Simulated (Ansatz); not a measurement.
# MoS2 (P6_3/mmc) in Ansatz: notebook

Aim: see how the results for MoS2 move with the level of theory and the settings. Levels: HSE06, PBE0. Tasks: band structure.

Everything below comes from runs of Ansatz 0.2.0. Logs are shortened: lines on timing, memory, paths and dates and some standing lists are left out, and cuts for length are marked.

**Experimental background.**

From “Multiwavelength excitation Raman Scattering Analysis of bulk and 2 dimensional MoS2: Vibrational properties of atomically thin MoS2 layers”, 2015, arxiv:1506.03228, for a bulk crystal of MoS2 at 300 K: band gap 1.3 eV (indirect).

How close the calculation comes is told below.

### 1 Starting point

Symmetry: P6_3/mmc, No. 194, hexagonal system. The conventional cell has a = 3.169 Å, b = 3.169 Å, c = 12.324 Å, α = 90.00°, β = 90.00°, γ = 120.00°. Mo (site symmetry -6m2) is surrounded by 6 S at 2.41 Å. S (site symmetry 3m) has 3 Mo at 2.41 Å as nearest neighbours.

### 2 Band structure, HSE06

Input file input:

```
crystal:
  lattice:
    - [3.169, 0.0, 0.0]
    - [-1.5845, 2.7444345046, 0.0]
    - [0.0, 0.0, 12.324]
  atoms:
    - { symbol: Mo, position: [0.6666666667, 0.3333333333, 0.75] }
    - { symbol: Mo, position: [0.3333333333, 0.6666666667, 0.25] }
    - { symbol: S, position: [0.6666666667, 0.3333333333, 0.377] }
    - { symbol: S, position: [0.3333333333, 0.6666666667, 0.877] }
    - { symbol: S, position: [0.6666666667, 0.3333333333, 0.123] }
    - { symbol: S, position: [0.3333333333, 0.6666666667, 0.623] }
hamiltonian:
  xc: hse06
  pseudopotentials: { kind: paw }
kpoints:
  mp_grid: { grid: [6, 6, 2] }
  band_path:
    path:
      - [[0.0, 0.0, 0.0], [0.5, 0.0, 0.0], [0.3333333333, 0.3333333333, 0.0], [0.0, 0.0, 0.0], [0.0, 0.0, 0.5], [0.5, 0.0, 0.5], [0.3333333333, 0.3333333333, 0.5], [0.0, 0.0, 0.5]]
      - [[0.5, 0.0, 0.5], [0.5, 0.0, 0.0]]
      - [[0.3333333333, 0.3333333333, 0.0], [0.3333333333, 0.3333333333, 0.5]]
    npoints: 4
scf:
  occupations: { method: fermi_dirac, width: 0.05 }
  n_extra_bands: 15
output:
  forces: true
  stress: true
  eigenvalues: true
  fatbands: false
```

Potentials or basis: Ansatz PAW.

The program printed:

```text
Warning: output.stress: scf.convergence.dr2_threshold = 1e-7 eV (the SCF's general default) is looser than the 6e-10 eV advised for a printed stress (1e-10 eV for each atom of the cell: 6). What an SCF threshold leaves in a stress goes as its square root, and in the free energy as the threshold itself, and one threshold admits the most on a small cell: of the crystals measured, under no hybrid functional and no lock of the moments, on runs that ended without the residual-converged pass, on stresses that held no estimate of that error, the worst erred by over 100 MPa in a component at 1e-7 eV an atom and by under 5 at 1e-10. Set scf.convergence.dr2_threshold to 6e-10 eV or tighter. The threshold is an SCF's pass mark: one that does not reach it within its budget of iterations ends unconverged, or closes short of it on a stop that the run arms, and scf.convergence.dr2_threshold's page says what that costs each kind of run
Warning: output.stress: scf.exx.energy_threshold = 1e-6 eV is looser than the 6e-8 eV advised for a stress under a hybrid functional (1e-8 eV for each atom of the cell: 6). Every SCF of the exchange loop can meet its threshold on dr2 while the loop round them stops early: no threshold on dr2 bounds what that leaves in the stress. Set scf.exx.energy_threshold to 6e-8 eV or tighter. The threshold is the loop's pass mark: a loop that does not reach it within its budget of cycles ends unconverged, and scf.exx.energy_threshold's page has the law
scf.n_extra_bands = 15 over 26 filled bands (N_el = 52.0): the run solves 41 bands
GPUs: using 1 of 1 available (devices: 1).
Engine: ansatz 0.2.0, x86_64-unknown-linux-gnu
Pseudopotentials: kind: paw
Pseudopotential: Mo, paw, valence charge 14, recommended cutoff 420 eV (normal), Mo.paw.azcp
Pseudopotential: S, paw, valence charge 6, recommended cutoff 420 eV (normal), S.paw.azcp
Functional definition: HSE06
  parameter a = 0.25
  parameter omega = 0.11/bohr
  exchange = pbe_x - a*pbe_x_sr(omega) + a*exact_x_sr(omega)
  correlation = pbe_c
device memory: the entry about to start is reckoned to put 1.4 GiB on a device that reports 77.0 GiB free (of which the cap on the GPU budget leaves the run 18.0 GiB)
GPU FFT provider: cuFFT
GPU libraries: cuBLAS 13.8.2, cuFFT 12.4.0, cuSOLVER 12.3.4
Crystal: 6 atoms, lattice volume = 107.183 Å³
Basis set: ecut = 420 eV, 2081 PW (Γ), exchange–correlation on 48×48×180 points (8 copies of the dense FFT grid, shifted against one another)
Bands: 41, of which v1, the nominal top of the filled ones, is band 26 counted from 1 (25 counted from 0)
Symmetry: 24 space group operations
Space group: P63/mmc (ITA 194), of the structure as read, at distance tolerance 4.8e-5 Å
k-points: 14 of 72
Non-local potential: Mo, projectors of the file, l = 0: 3, l = 1: 2, l = 2: 2, l = 3: 1
Non-local potential: S, projectors of the file, l = 0: 2, l = 1: 2, l = 2: 2
PAW form: soft (Blöchl's): semilocal exchange-correlation on the pseudo side does not see the compensation charge
PAW frozen core: Mo, regenerated for the run's functional, and the local potential with it (the file was generated under x = pbe(κ = 0.804, μ = 0.2195149727645171), c = pbe(β = 0.06672455060314922))
PAW frozen core: S, regenerated for the run's functional, and the local potential with it (the file was generated under x = pbe(κ = 0.804, μ = 0.2195149727645171), c = pbe(β = 0.06672455060314922))
PAW one-centre angular grid: Mo, 590 points (default); XC on 64 Gauss nodes
PAW one-centre angular grid: S, 110 points (default); XC on 64 Gauss nodes
Initial density: superposition of atomic densities (neutral atoms: chi_scale 0, normalization atom), corrected by the library's trained network
Initial wavefunctions: pseudopotential atomic-orbital guess
GPU buffer pool allocated for 51840 grid points (all kernels)
GPU transforms: local potential and band sums: pruned to the plane-wave sphere, on 24×24×90
Functional: x = pbe(κ = 0.804, μ = 0.2195149727645171), c = pbe(β = 0.06672455060314922), warm-up for x = pbe(κ = 0.804, μ = 0.2195149727645171) + 0.25 (exact − pbe) at short range (hse, ω = 0.20786987370883472 Å⁻¹), c = pbe(β = 0.06672455060314922); HSE06 as pw.x's `hse` composes it (authors' and Libxc's form: `xc: wpbeh`)
SCF iter   1: F=—  HF=-13525.524668 eV  |F-HF|=—  |Δ(HF+E_count)|=         —  Δρ=5.56e-3  dr2=7.93e-3  ethr=1.77e-3  ⟨swp⟩=11.9  Hψ=2732  notcnv=0
preconditioner: auto → none  [insulator: Δε(μ)=0.885 eV  Ē_g=10.785 eV  σ=0.050 eV  W_gap=1.00  n_scr=26 (ndim 8)  ℏωp=21.5 eV  f_vac=0.016  D(μ)=0.00/eV (n_scr^D=0)]
SCF iter   2: F=—  HF=-13525.533683 eV  |F-HF|=—  |Δ(HF+E_count)|=   9.02e-3  Δρ=3.01e-3  dr2=5.34e-3  ethr=1.53e-5  ⟨swp⟩=5.9  Hψ=1534  notcnv=0  defer=7
SCF iter   3: F=—  HF=-13525.539594 eV  |F-HF|=—  |Δ(HF+E_count)|=   5.91e-3  Δρ=2.96e-3  dr2=2.44e-2  ethr=1.03e-5  ⟨swp⟩=4.1  Hψ=1350  notcnv=0  defer=1  recentre
iter 4 solved again at ethr=1.03e-7 eV; its pass at ethr=1.03e-5 eV (dr2=5.34e-5 eV) is discarded
SCF iter   4: F=-13525.537210 eV  HF=-13525.537092 eV  |F-HF|=1.18e-4  |Δ(HF+E_count)|=   2.50e-3  Δρ=4.68e-4  dr2=5.31e-5  ethr=1.03e-7  ⟨swp⟩=3.3  Hψ=2212  notcnv=0
[... 20 lines left out ...]
SCF 2 stopped early in 7 iterations: F = -13531.565350 eV  dr2 = 1.35e-6
  Residual-converged pass: ⟨swp⟩=4.1  Hψ=1634  notcnv=0  max |occ|·‖R‖ = 6.4e-6 eV (tolerance 6.7e-6 eV)  dr2=1.36e-6  dr2_onsite=2.80e-8  max |Δocc| = 6.0e-11
hybrid outer 1: dexx = +1.599e-2 eV, tail = 2.11e-5 eV
GPU FFT provider: cuFFT
GPU libraries: cuBLAS 13.8.2, cuFFT 12.4.0, cuSOLVER 12.3.4
GPU buffer pool allocated for 51840 grid points (all kernels)
GPU transforms: local potential and band sums: pruned to the plane-wave sphere, on 24×24×90
Exchange kernel: α = 0.2500, screened, ω = 0.2079 Å⁻¹, Wigner–Seitz truncation, v(0) = 1044.3486 eV·Å³, q-mesh 6×6×2, nearest image of the exchange supercell L = 19.01 Å, pair-density grid 15×15×54, without the augmentation charges, whose exchange is taken in its separable form by FFT convolution over the k-point mesh (sized by the pseudopotential files, 20×20×90 at the most), smooth part of the exact exchange by density-matrix convolution in up to 3.05 GiB of GPU memory as planned if the GPU has room (build and FFT work areas not counted)
Frozen-core exchange: fock
SCF iter   1: F=—  HF=-13531.565360 eV  |F-HF|=—  |Δ(HF+E_count)|=         —  Δρ=4.71e-5  dr2=1.11e-6  ethr=2.03e-7  ⟨swp⟩=6.5  Hψ=1654  notcnv=0
preconditioner: auto → none  [insulator: Δε(μ)=1.444 eV  Ē_g=12.319 eV  σ=0.050 eV  W_gap=1.00  n_scr=26 (ndim 8)  ℏωp=21.5 eV  f_vac=0.015  D(μ)=0.00/eV (n_scr^D=0)]
SCF iter   2: F=—  HF=-13531.565360 eV  |F-HF|=—  |Δ(HF+E_count)|=   2.07e-7  Δρ=1.78e-5  dr2=1.33e-7  ethr=1.96e-9  ⟨swp⟩=3.0  Hψ=1046  notcnv=0
SCF iter   3: F=—  HF=-13531.565361 eV  |F-HF|=—  |Δ(HF+E_count)|=   3.81e-7  Δρ=5.98e-6  dr2=2.60e-8  ethr=1.23e-10  ⟨swp⟩=5.4  Hψ=1468  notcnv=0  defer=7
SCF iter   4: F=—  HF=-13531.565361 eV  |F-HF|=—  |Δ(HF+E_count)|=   7.27e-9  Δρ=8.54e-7  dr2=4.94e-9  ethr=3.59e-11  ⟨swp⟩=3.6  Hψ=1143  notcnv=0  defer=1
SCF iter   5: F=-13531.565361 eV  HF=-13531.565361 eV  |F-HF|=1.48e-9  |Δ(HF+E_count)|=   1.94e-8  Δρ=1.72e-6  dr2=2.50e-9  ethr=1.26e-12 (applied; sched 1.00e-12)  ⟨swp⟩=3.9  Hψ=1381  notcnv=0
SCF 3 converged in 5 iterations: F = -13531.565361 eV  dr2 = 2.50e-9
  Residual-converged pass: ⟨swp⟩=2.0  Hψ=925  notcnv=0  max |occ|·‖R‖ = 7.6e-7 eV (tolerance 7.7e-7 eV)  dr2=2.51e-9  dr2_onsite=1.07e-10  max |Δocc| = 1.5e-14
hybrid outer 2: dexx = +6.871e-7 eV, tail = 1.83e-8 eV, Δε = 1.24e-3 eV (about 3.49e-5 eV left of the loop's levels), ΔF = 1.19e-3 eV/Å (tail 3.84e-4)
device memory: the entry about to start is reckoned to put 1.0 GiB on a device that reports 55.1 GiB free (of which the cap on the GPU budget leaves the run 18.0 GiB)
NSCF: frozen V_eff on 39 k-points, pencils in batches of 32, up to order 184
hybrid SCF converged: 2 outer / 12 inner (+4 warm-up), last move |dexx| = 6.87e-7 eV, tail = 1.83e-8 eV
Stability not checked: this state was not tested for a lower state beside it, because the functional holds exact exchange (a hybrid, or Hartree-Fock), whose exchange loop this test does not read (fock_operator; see scf.lower_state_search)
Free energy (F): -13531.565361 eV
Frozen-core exchange: fock
Harris-Foulkes:  -13531.565361 eV  (|F-HF|=1.48e-9)
Internal energy: -13531.565361 eV  (E = F + TS)
E sigma→0 (E₀):  -13531.565361 eV
Entropy (-TS):   -0.000000 eV (-0.000 meV/atom)
Fermi energy:    11.192959 eV
--- Per-component energies (eV) ---
  E_band       = -403.130953
  E_kinetic    = 1307.373830
  E_local      = -3905.421102  (includes V_loc(G=0)·N_el)
  E_nonlocal   = 393.997839
  E_hartree    = 1498.473456
  E_xc         = -607.032970
  E_vxc        = -646.391490  (∫ρ·V_xc dr)
  E_exx        = -128.770114  (= α·E_x^exact, valence–valence)
  E_paw        = -8827.718054  (= ΣΔE_a)
  E_vpaw       = -292.095507  (= ΣTr[D̂ρ^β])
  E_aug_tail   = 0.000084  (compensation charges beyond the density's cutoff)
  E_ewald      = -3261.216446
  E_core_change = -1.251883  (= ΣΔE_core)
  E_smearing   = -0.000000  (= −TS)
  E_closure    = 0.000000  (closes the sum)
  Σ components = -13531.565361   (vs F -13531.565361, Δ=-1.82e-12)
--- Forces (eV/Å), atoms counted from 1 ---
  atom   1  Mo     0.00000000    -0.00000000     0.00000000
  atom   2  Mo    -0.00000000     0.00000000     0.00000000
  atom   3  S      0.00000000    -0.00000000    -0.59424729
  atom   4  S      0.00000000     0.00000000    -0.59424729
  atom   5  S     -0.00000000    -0.00000000     0.59424729
  atom   6  S      0.00000000     0.00000000     0.59424729
  max |Σ_I F_I| component: 2.22e-16 eV/Å
--- Stress (GPa, compression-positive) ---
       -2.903098       0.000000      -0.000000
        0.000000      -2.903098       0.000000
       -0.000000       0.000000      -2.724614
  P = ⅓ Tr σ = -2.8436 GPa (-28.436 kbar)
--- Band table (eV; the first three rows and the last of 14) ---
  k-point 0: bands = ["-55.0211", "-55.0211", "-27.7595", "-27.7593", "-27.4946", "-27.4946", "-27.4946", "-27.4946", "-6.0690", "-5.7719", "-4.7228", "-4.2322", "2.8239", "3.9680", "6.6006", "6.8236", "6.8236", "6.8401", "6.8401", "8.1395", "8.1395", "8.1939", "8.1939", "9.1050", "9.2722", "10.5225", "13.3442", "13.3442", "13.3757", "13.3757", "13.4869", "13.4869", "13.6877", "13.6877", "16.9097", "17.0221", "19.5631", "20.0852", "20.1430", "21.5300", "21.5300"]
  k-point 1: bands = ["-55.0211", "-55.0211", "-27.7594", "-27.7594", "-27.4946", "-27.4946", "-27.4946", "-27.4946", "-5.9427", "-5.9427", "-4.4584", "-4.4584", "3.3075", "3.3075", "6.8317", "6.8317", "6.8317", "6.8317", "7.6268", "7.6268", "8.1667", "8.1667", "8.1667", "8.1667", "10.2136", "10.2136", "13.3482", "13.3482", "13.3482", "13.3482", "13.5985", "13.5985", "13.5985", "13.5985", "16.9721", "16.9721", "19.8358", "19.8358", "20.7435", "20.7435", "21.7388"]
  k-point 2: bands = ["-55.0092", "-55.0092", "-27.7361", "-27.7359", "-27.6149", "-27.6149", "-27.5220", "-27.5220", "-5.6204", "-5.3315", "-4.5125", "-4.0787", "3.3162", "4.4233", "5.9007", "5.9403", "6.0159", "6.8873", "7.2738", "7.3151", "7.5018", "7.5721", "8.2016", "9.1362", "9.2061", "9.6784", "12.6441", "13.0246", "13.1090", "13.2419", "13.2727", "13.4283", "13.9511", "14.1033", "18.5107", "18.7072", "20.1204", "20.4195", "20.7334", "21.1091", "21.3477"]
  k-point 13: bands = ["-54.9675", "-54.9675", "-27.8384", "-27.8384", "-27.8033", "-27.8033", "-27.6532", "-27.6532", "-3.4959", "-3.4959", "-3.4524", "-3.4524", "3.7002", "3.7002", "4.5049", "4.5049", "5.2268", "5.2268", "5.5217", "5.5217", "6.6648", "6.6648", "7.2389", "7.2389", "9.8265", "9.8265", "12.0383", "12.0383", "13.5906", "13.5906", "14.1823", "14.1823", "15.6782", "15.6782", "18.0693", "18.0693", "18.8378", "18.8378", "20.3579", "20.3579", "22.5997"]
```

Wall time 67 s (1 × NVIDIA H100 80GB HBM3 with 2 threads of AMD EPYC 7R13 (Zen 3), shared host); peak memory 2.5 GiB.

What came out:

| Quantity | Value |
| --- | --- |
| Free energy | -13531.5654 eV |
| Pressure | -2.8 GPa |
| Largest force | 0.594 eV/Å |
| Band gap on the k mesh | 1.44 eV, indirect (least direct gap 2.12 eV) |
| Band gap along the path | 1.44 eV, indirect (least direct gap 2.12 eV) |

Forces in eV/Å, atoms in the order of the input:
```
Mo   0.000  0.000  0.000
Mo   0.000  0.000  0.000
S    0.000  0.000 -0.594
S    0.000  0.000 -0.594
S    0.000  0.000  0.594
S    0.000  0.000  0.594
```

Levels at the corners of the path, in eV from the valence-band top:
```tsv
point	band 22	band 23	band 24	band 25	band 26	band 27	band 28	band 29	band 30	band 31
Γ	-2.33	-2.33	-1.42	-1.25	0.00	2.82	2.82	2.85	2.85	2.96
M	-2.84	-1.96	-1.75	-1.58	-1.44	2.24	2.29	2.67	2.95	3.68
K	-4.25	-3.08	-3.08	-0.77	-0.60	1.51	1.51	2.56	3.62	3.62
Γ	-2.33	-2.33	-1.42	-1.25	0.00	2.82	2.82	2.85	2.85	2.96
A	-2.36	-2.36	-2.36	-0.31	-0.31	2.83	2.83	2.83	2.83	3.08
L	-2.99	-1.85	-1.85	-1.50	-1.50	2.26	2.26	2.82	2.82	4.06
H	-3.86	-3.28	-3.28	-0.70	-0.70	1.52	1.52	3.07	3.07	3.66
A	-2.36	-2.36	-2.36	-0.31	-0.31	2.83	2.83	2.83	2.83	3.08
L	-2.99	-1.85	-1.85	-1.50	-1.50	2.26	2.26	2.82	2.82	4.06
M	-2.84	-1.96	-1.75	-1.58	-1.44	2.24	2.29	2.67	2.95	3.68
K	-4.25	-3.08	-3.08	-0.77	-0.60	1.51	1.51	2.56	3.62	3.62
H	-3.86	-3.28	-3.28	-0.70	-0.70	1.52	1.52	3.07	3.07	3.66
```

Caveat: this functional lacks dispersion, which binds the layers, so the pressure and a relaxed spacing across them are unreliable; the PAW data sets come from PBE, with cores solved anew for the run's functional, which leaves a small shift of forces and pressure; the thresholds are loose for stress.

### 3 Band structure, PBE0

input: that of step 2 with these lines changed.

```diff
@@ -13,3 +13,3 @@
 hamiltonian:
-  xc: hse06
+  xc: pbe0
   pseudopotentials: { kind: paw }
```

Potentials or basis: Ansatz PAW.

The program printed:

```text
Warning: output.stress: scf.convergence.dr2_threshold = 1e-7 eV (the SCF's general default) is looser than the 6e-10 eV advised for a printed stress (1e-10 eV for each atom of the cell: 6). What an SCF threshold leaves in a stress goes as its square root, and in the free energy as the threshold itself, and one threshold admits the most on a small cell: of the crystals measured, under no hybrid functional and no lock of the moments, on runs that ended without the residual-converged pass, on stresses that held no estimate of that error, the worst erred by over 100 MPa in a component at 1e-7 eV an atom and by under 5 at 1e-10. Set scf.convergence.dr2_threshold to 6e-10 eV or tighter. The threshold is an SCF's pass mark: one that does not reach it within its budget of iterations ends unconverged, or closes short of it on a stop that the run arms, and scf.convergence.dr2_threshold's page says what that costs each kind of run
[... 122 lines left out ...]
  k-point 2: bands = ["-55.4589", "-55.4589", "-28.1755", "-28.1753", "-28.0551", "-28.0551", "-27.9625", "-27.9624", "-6.0533", "-5.7636", "-4.9425", "-4.5068", "2.8826", "4.0007", "5.4881", "5.5290", "5.6053", "6.5028", "6.8798", "6.9216", "7.1262", "7.1976", "7.8305", "8.7769", "8.8346", "9.3254", "12.9945", "13.3780", "13.4612", "13.6035", "13.6386", "13.7841", "14.3178", "14.4763", "18.8763", "19.0751", "20.4970", "20.7965", "21.1180", "21.4953", "21.7325"]
  k-point 13: bands = ["-55.4171", "-55.4171", "-28.2785", "-28.2785", "-28.2427", "-28.2427", "-28.0916", "-28.0916", "-3.9231", "-3.9231", "-3.8792", "-3.8792", "3.2761", "3.2761", "4.0811", "4.0811", "4.8153", "4.8153", "5.1137", "5.1137", "6.2735", "6.2735", "6.8492", "6.8492", "9.4823", "9.4823", "12.3605", "12.3605", "13.9499", "13.9499", "14.5636", "14.5636", "16.0648", "16.0648", "18.4455", "18.4455", "19.2192", "19.2192", "20.7340", "20.7340", "22.9880"]
```

bands.tsv:

```text
# k_distance	band_0	band_1	band_2	band_3	band_4	band_5	band_6	band_7	band_8	band_9	band_10	band_11	band_12	band_13	band_14	band_15	band_16	band_17	band_18	band_19	band_20	band_21	band_22	band_23	band_24	band_25	band_26	band_27	band_28	band_29	band_30	band_31	band_32	band_33	band_34	band_35	band_36	band_37	band_38	band_39	band_40
[... 59 lines left out ...]
7.019584	-66.608370	-66.608370	-39.469753	-39.469753	-39.433895	-39.433895	-39.282804	-39.282804	-15.114341	-15.114341	-15.070463	-15.070463	-7.915122	-7.915122	-7.110157	-7.110157	-6.375957	-6.375957	-6.077525	-6.077525	-4.917774	-4.917774	-4.342025	-4.342025	-1.708916	-1.708916	1.169287	1.169287	2.758652	2.758652	3.372385	3.372385	4.873561	4.873561	7.254281	7.254281	8.027930	8.027930	9.542786	9.542786	11.796796
```

Wall time 74 s (1 × NVIDIA H100 80GB HBM3 with 2 threads of AMD EPYC 7R13 (Zen 3), shared host); peak memory 2.5 GiB.

What came out:

```
Free energy             : -13531.5298 eV
Pressure                : -2.9 GPa
Largest force           : 0.587 eV/Å
Band gap on the k mesh  : 2.11 eV, indirect (least direct gap 2.78 eV)
Band gap along the path : 2.11 eV, indirect (least direct gap 2.78 eV)
```

Forces on the atoms (eV/Å):
```
Mo   0.000  0.000  0.000
Mo   0.000  0.000  0.000
S    0.000  0.000 -0.587
S    0.000  0.000 -0.587
S    0.000  0.000  0.587
S    0.000  0.000  0.587
```

Stress tensor (GPa, compression positive):
```
-3.02  0.00  0.00
 0.00 -3.02  0.00
 0.00  0.00 -2.73
```

Levels at the corners of the path, in eV from the valence-band top:
| point | band 22 | band 23 | band 24 | band 25 | band 26 | band 27 | band 28 | band 29 | band 30 | band 31 |
| --- | --- | --- | --- | --- | --- | --- | --- | --- | --- | --- |
| Γ | -2.36 | -2.36 | -1.45 | -1.30 | 0.00 | 3.51 | 3.51 | 3.55 | 3.55 | 3.66 |
| M | -2.90 | -2.00 | -1.78 | -1.62 | -1.47 | 2.92 | 2.98 | 3.37 | 3.66 | 4.39 |
| K | -4.32 | -3.13 | -3.13 | -0.79 | -0.61 | 2.17 | 2.17 | 3.25 | 4.33 | 4.33 |
| Γ | -2.36 | -2.36 | -1.45 | -1.30 | 0.00 | 3.51 | 3.51 | 3.55 | 3.55 | 3.66 |
| A | -2.38 | -2.38 | -2.38 | -0.32 | -0.32 | 3.51 | 3.51 | 3.51 | 3.51 | 3.78 |
| L | -3.04 | -1.89 | -1.89 | -1.54 | -1.54 | 2.95 | 2.95 | 3.53 | 3.53 | 4.76 |
| H | -3.92 | -3.34 | -3.34 | -0.71 | -0.71 | 2.17 | 2.17 | 3.76 | 3.76 | 4.37 |
| A | -2.38 | -2.38 | -2.38 | -0.32 | -0.32 | 3.51 | 3.51 | 3.51 | 3.51 | 3.78 |
| L | -3.04 | -1.89 | -1.89 | -1.54 | -1.54 | 2.95 | 2.95 | 3.53 | 3.53 | 4.76 |
| M | -2.90 | -2.00 | -1.78 | -1.62 | -1.47 | 2.92 | 2.98 | 3.37 | 3.66 | 4.39 |
| K | -4.32 | -3.13 | -3.13 | -0.79 | -0.61 | 2.17 | 2.17 | 3.25 | 4.33 | 4.33 |
| H | -3.92 | -3.34 | -3.34 | -0.71 | -0.71 | 2.17 | 2.17 | 3.76 | 3.76 | 4.37 |

Caveat: this functional lacks dispersion, which binds the layers, so the pressure and a relaxed spacing across them are unreliable; the PAW data sets come from PBE, with cores solved anew for the run's functional, which leaves a small shift of forces and pressure; the thresholds are loose for stress.

### 4 Comparison with measurements

Step 2. A measured gap of MoS2 is 1.3 eV (indirect; 300 K; “Multiwavelength excitation Raman Scattering Analysis of bulk and 2 dimensional MoS2: Vibrational properties of atomically thin MoS2 layers”, 2015, arxiv:1506.03228); the calculated 1.44 eV misses it by +0.14 eV. Spin-orbit coupling on Mo is left out. The value is that of HSE06, without temperature or zero-point motion.

Step 3. Measured gap of MoS2: 1.3 eV (indirect; 300 K; “Multiwavelength excitation Raman Scattering Analysis of bulk and 2 dimensional MoS2: Vibrational properties of atomically thin MoS2 layers”, 2015, arxiv:1506.03228). This calculation gives 2.11 eV (+0.81 eV). Spin-orbit coupling on Mo is left out. The value is that of PBE0, without temperature or zero-point motion.
